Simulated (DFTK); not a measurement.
Something may be wrong with this DFTK 0.8.2 calculation of Fe.

The input run.jl:

```julia
using DFTK
using PseudoPotentialData
using Unitful, UnitfulAtomic
using LinearAlgebra, Printf
include("save.jl")
disable_threading()

# lattice vectors are the columns
lattice = austrip(1u"Å") * [  2.4341575853  -1.2170787927            0.0;
                      0.0   2.1080423057            0.0;
                      0.0            0.0     3.84193447]
symbols   = [:Fe, :Fe]
positions = [[0.6666666667, 0.3333333333, 0.75],
             [0.3333333333, 0.6666666667, 0.25]]
pseudopotentials = PseudoFamily("dojo.nc.sr.pbe.v0_4_1.standard.upf")
elements = Dict(s => ElementPsp(s, pseudopotentials) for s in unique(symbols))
atoms    = [elements[s] for s in symbols]
magnetic_moments = [3.0, 3.0]

build_model(lattice, positions; symmetries=true) =
    model_DFT(lattice, atoms, positions;
              functionals=PBE(),
              magnetic_moments,
              spin_polarization=:collinear,
              temprature=austrip(0.05u"eV"),
              smearing=Smearing.FermiDirac(),
              symmetries)
Ecut  = 45.0  # hartree
kgrid = [10, 10, 6]
tol   = 1e-6
to_GPa = ustrip(uconvert(u"GPa", 1u"hartree/bohr^3"))

model = build_model(lattice, positions)
basis = PlaneWaveBasis(model; Ecut, kgrid)
display(basis)
scfres = self_consistent_field(basis;
                               tol,
                               ρ=guess_density(basis, magnetic_moments),
                               maxiter=100,
                               nbandsalg=AdaptiveBands(model; n_bands_converge=24))
display(scfres.energies)
@printf "Fermi level: %.6f eV\n" ustrip(auconvert(u"eV", something(scfres.εF, NaN)))
forces = compute_forces_cart(scfres)
println("Forces (eV/Å)")
for (s, f) in zip(symbols, forces)
    @printf "%-3s %12.6f %12.6f %12.6f\n" s ustrip.(auconvert.(u"eV/Å", f))...
end
stress = compute_stresses_cart(scfres)
println("Stress (GPa)")
display(round.(stress * to_GPa; digits=4))
@printf "Total moment: %.4f μB\n" sum(spin_density(scfres.ρ)) * scfres.basis.dvol
println("Levels at the first k-point (eV): ", round.(ustrip.(auconvert.(u"eV", scfres.eigenvalues[1][1:scfres.n_bands_converge])); digits=4))
save_scf!(scfres; forces, stress)
```

Potentials or basis: dojo.nc.sr.pbe.v0_4_1.standard.upf (PBE).

Launch:

```bash
$ julia --threads=1 run.jl  # save.jl only writes the numbers to a file and isn't shown; printed stress counts tension as positive; times include loading and compiling
```

Output:

```text
ERROR: LoadError: MethodError: no method matching Model(::Matrix{Float64}, ::Vector{ElementPsp{PspUpf{Float64, Interpolations.Extrapolation{Float64, 1, Interpolations.GriddedInterpolation{Float64, 1, Vector{Float64}, Interpolations.Gridded{Interpolations.Linear{Interpolations.Throw{Interpolations.OnGrid}}}, Tuple{Vector{Float64}}}, Interpolations.Gridded{Interpolations.Linear{Interpolations.Throw{Interpolations.OnGrid}}}, Interpolations.Throw{Nothing}}}}}, ::Vector{Vector{Float64}}; model_name::String, terms::Vector{Any}, magnetic_moments::Vector{Float64}, spin_polarization::Symbol, temprature::Float64, smearing::DFTK.Smearing.FermiDirac, symmetries::Bool)
This method does not support all of the given keyword arguments (and may not support any).

Closest candidates are:
  Model(::AbstractMatrix{Tstatic}, ::Vector{<:DFTK.Element}, ::Vector{<:AbstractVector}; model_name, εF, n_electrons, disable_electrostatics_check, magnetic_moments, terms, temperature, smearing, spin_polarization, symmetries) where Tstatic<:Real got unsupported keyword argument "temprature"
   @ DFTK Model.jl:128
  Model(::AbstractMatrix{Tstatic}, ::Vector{<:DFTK.Element}; ...) where Tstatic<:Real
   @ DFTK Model.jl:128
  Model(!Matched::AbstractMatrix{<:Integer}, ::Vector{<:DFTK.Element}, ::Vector{<:AbstractVector}; kwargs...)
   @ DFTK Model.jl:220
  ...

Stacktrace:
  [1] kwerr(::@NamedTuple{model_name::String, terms::Vector{Any}, magnetic_moments::Vector{Float64}, spin_polarization::Symbol, temprature::Float64, smearing::DFTK.Smearing.FermiDirac, symmetries::Bool}, :: ...
    @ Base error.jl:175
  [2] model_atomic(lattice::Matrix{Float64}, atoms::Vector{ElementPsp{PspUpf{Float64, Interpolations.Extrapolation{Float64, 1, Interpolations.GriddedInterpolation{Float64, 1, Vector{Float64}, Interpolations ...
    @ DFTK standard_models.jl:59
  [3] _model_DFT(::Vector{Xc}, ::Matrix{Float64}, ::Vararg{Any}; extra_terms::Vector{Any}, kwargs::@Kwargs{magnetic_moments::Vector{Float64}, spin_polarization::Symbol, temprature::Float64, smearing::DFTK.S ...
    @ DFTK standard_models.jl:139
  [4] _model_DFT
    @ standard_models.jl:137 [inlined]
   [...]
in expression starting at run.jl:33
```

Question: What happened, and what is wrong with the input?

Answer: The input was rejected before any iteration. The input holds a flaw that was put in on purpose: misspelt keyword.
